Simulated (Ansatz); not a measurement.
## ZnSe (Stilleite): equation of state with PBEsol

ZnSe (Stilleite):

```
Se Zn
1.0
     0.00000    2.83380    2.83380
     2.83380    0.00000    2.83380
     2.83380    2.83380    0.00000
Se Zn
1 1
Direct
  0.75000 0.75000 0.75000
  0.00000 0.00000 0.00000
```

```yaml
Program: Ansatz 0.2.0
Task: equation of state
Functional: PBEsol
Potentials_or_basis: all-electron LAPW, scalar-relativistic
Basis_error_allowed: 0.0005 eV/atom
k_mesh: 8 × 8 × 8
Occupations: fermi-dirac, width 0.05 eV
Spin: no spin polarisation
```

The equilibrium volume is 22.35 Å³/atom, the bulk modulus is 65 GPa and the pressure derivative of the bulk modulus is 4.5.

Energy against volume, from the lowest point:
| volume (Å³/atom) | energy (meV/atom) |
| --- | --- |
| 21.391 | 9.09 |
| 21.846 | 2.41 |
| 22.301 | 0.00 |
| 22.757 | 1.41 |
| 23.212 | 6.22 |
| 23.667 | 14.09 |
| 24.122 | 24.67 |

All runs of the series together: 3.6 min on 1 thread of Arm Neoverse N1 (shared host).
